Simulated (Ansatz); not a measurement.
Crystal: V.

```
V
1.0
    -1.51435    1.51435    1.51435
     1.51435   -1.51435    1.51435
     1.51435    1.51435   -1.51435
V
1
Cartesian
  0.0000 0.0000 0.0000
```

| Quantity | Value |
| --- | --- |
| Program | Ansatz 0.2.0 |
| Task | relaxation of cell and atoms |
| Functional | PBEsol |
| Potentials or basis | all-electron LAPW, scalar-relativistic |
| Basis error allowed | 0.001 eV/atom |
| k mesh | 12 × 12 × 12 |
| Occupations | fermi-dirac, width 0.05 eV |
| Spin | collinear spin, ferromagnetic start |
| Starting moments | [2.0] μB |

At the start: volume 13.89 Å³/atom.

Q: How do energy, volume and symmetry change on relaxing?

A: Over 5 steps the energy falls by 37.9 meV/atom and the volume is 12.94 Å³/atom (-6.9 %); space group Im-3m (No. 229, to 0.05 Å); moment 0.00 μB per cell.

The path:
```csv
step,energy change (eV),largest force (eV/Å),volume (Å³)
1,0.0000,0.0000,13.89
2,-0.0369,0.0000,12.79
3,-0.0379,0.0000,12.95
4,-0.0379,0.0000,12.94
5,-0.0379,0.0000,12.94
```

Final structure:
```xyz
1
Lattice="-1.4789 1.4789 1.4789 1.4789 -1.4789 1.4789 1.4789 1.4789 -1.4789" Properties=species:S:1:pos:R:3 pbc="T T T"
V     0.0000    0.0000    0.0000
```

Caveat: the starting moments weren't kept.
